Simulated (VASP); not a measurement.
A run of VASP 6.6.1 is set up as follows.

The input POSCAR:

```
SrTiO3                                  
1.0
    3.9398812846      0.0000000000      0.0000000000
    0.0000000000      3.9398812846      0.0000000000
    0.0000000000      0.0000000000      3.9398812846
  Sr              Ti              O             
     1     1     3
Direct
     0.0000000000000000    0.0000000000000000    0.0000000000000000
     0.5000000000000000    0.5000000000000000    0.5000000000000000
     0.5000000000000000    0.0000000000000000    0.5000000000000000
     0.5000000000000000    0.5000000000000000    0.0000000000000000
     0.0000000000000000    0.5000000000000000    0.5000000000000000
```

The input INCAR.step1:

```
SYSTEM = SrTiO3
PREC = Accurate
ENCUT = 600
EDIFF = 1E-6
ISMEAR = 0
SIGMA = 0.02
LREAL = .FALSE.
LASPH = .TRUE.
NELM = 120
ALGO = Normal
ISIF = 2
LWAVE = .FALSE.
LCHARG = .TRUE.
LMAXMIX = 4
GGA = PE
NBANDS = 28
KPAR = 4
```

Contents of KPOINTS.step1:

```
Automatic mesh
0
G
  10 10 10
  0 0 0
```

The input INCAR.step2:

```
SYSTEM = SrTiO3
PREC = Accurate
ENCUT = 600
EDIFF = 1E-6
ISMEAR = 0
SIGMA = 0.05
LREAL = .FALSE.
LASPH = .TRUE.
NELM = 120
ALGO = Normal
ISIF = 2
LWAVE = .FALSE.
LCHARG = .FALSE.
LMAXMIX = 4
GGA = PE
NBANDS = 28
KPAR = 4
ICHARG = 11
```

File KPOINTS.step2:

```
path GXMGRX,MR
10
line-mode
reciprocal
 0.0000000000  0.0000000000  0.0000000000  G
 0.0000000000  0.5000000000  0.0000000000  X

 0.0000000000  0.5000000000  0.0000000000  X
 0.5000000000  0.5000000000  0.0000000000  M

 0.5000000000  0.5000000000  0.0000000000  M
 0.0000000000  0.0000000000  0.0000000000  G

 0.0000000000  0.0000000000  0.0000000000  G
 0.5000000000  0.5000000000  0.5000000000  R

 0.5000000000  0.5000000000  0.5000000000  R
 0.0000000000  0.5000000000  0.0000000000  X

 0.5000000000  0.5000000000  0.0000000000  M
 0.5000000000  0.5000000000  0.5000000000  R
```

Potentials or basis: VASP PAW PBE potentials, release 64 (Sr_sv, Ti_sv, O).

Run with:

```sh
$ cat potpaw_PBE.64/Sr_sv/POTCAR potpaw_PBE.64/Ti_sv/POTCAR potpaw_PBE.64/O/POTCAR > POTCAR
$ cp INCAR.step1 INCAR
$ cp KPOINTS.step1 KPOINTS
$ mpirun -np 4 vasp_std > vasp.out
$ cp INCAR.step2 INCAR
$ cp KPOINTS.step2 KPOINTS
$ mpirun -np 4 vasp_std > vasp.out
```

Task: Predict the band gap on the k mesh.

Result: 1.81 eV, indirect (least direct gap 2.18 eV).

Task: Predict the band gap along the path.

Result: 1.81 eV, indirect (least direct gap 2.18 eV).

Levels at the corners of the path, in eV from the valence-band top:
```csv
point,band 18,band 19,band 20,band 21,band 22,band 23
Γ,-0.37,-0.37,-0.37,1.81,1.81,1.81
X,-1.91,-0.73,-0.73,1.96,3.64,3.64
X,-1.91,-0.73,-0.73,1.96,3.64,3.64
M,-1.54,-1.54,-0.09,3.65,3.65,4.09
M,-1.54,-1.54,-0.09,3.65,3.65,4.09
Γ,-0.37,-0.37,-0.37,1.81,1.81,1.81
Γ,-0.37,-0.37,-0.37,1.81,1.81,1.81
R,0.00,0.00,0.00,4.29,4.29,4.29
R,0.00,0.00,0.00,4.29,4.29,4.29
X,-1.91,-0.73,-0.73,1.96,3.64,3.64
M,-1.54,-1.54,-0.09,3.65,3.65,4.09
R,0.00,0.00,0.00,4.29,4.29,4.29
```

Caveat: the log is that of the step along the path at fixed density, whose energy, stress, charges and moments have no meaning. PBE gaps usually lie below the measured ones, often by a third to a half.
